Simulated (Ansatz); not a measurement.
TiO2 (Anatase):

```
Ti O
1.0
    -1.89210    1.89210    4.75730
     1.89210   -1.89210    4.75730
     1.89210    1.89210   -4.75730
Ti O
2 4
Direct
  0.75000 0.25000 0.50000
  0.00000 0.00000 0.00000
  0.79190 0.79190 0.00000
  0.54190 0.04190 0.50000
  0.95810 0.45810 0.50000
  0.20810 0.20810 0.00000
```

- Program: Ansatz 0.2.0
- Task: relaxation of cell and atoms
- Functional: PBE
- Potentials or basis: Ansatz PAW
- Cutoff: 420 eV (not typed: the program's choice for these potentials)
- k mesh: 10 × 10 × 10
- Occupations: fermi-dirac, width 0.05 eV
- Spin: no spin polarisation

At the start: volume 11.35 Å³/atom.

Problem. Where does the relaxation end?

Solution. It ends after 7 steps and the volume is 11.66 Å³/atom (+2.7 %); space group I4_1/amd (No. 141, to 0.05 Å).

Step by step:
```tsv
step	energy change (eV)	largest force (eV/Å)	volume (Å³)
1	0.0000	0.1020	68.13
2	-0.0193	0.0324	69.32
3	-0.0200	0.0059	69.85
4	-0.0202	0.0028	69.88
5	-0.0290	0.0025	69.88
6	-0.0287	0.0005	69.98
7	-0.0291	0.0005	69.98
```

Final structure:
```
Ti O
1.0
    -1.89961    1.89961    4.84851
     1.89961   -1.89961    4.84851
     1.89961    1.89961   -4.84851
Ti O
2 4
Cartesian
  0.0000 1.8996 2.4243
  0.0000 0.0000 0.0000
  0.0000 0.0000 7.6946
  0.0000 1.8996 0.4219
  0.0000 1.8996 4.4266
  0.0000 0.0000 2.0024
```

Caveat: the plane-wave basis is chosen anew once the cell has moved, so the energies of steps on either side of that aren't comparable; the pressure holds a Pulay correction of +0.7 GPa for the finite cutoff.
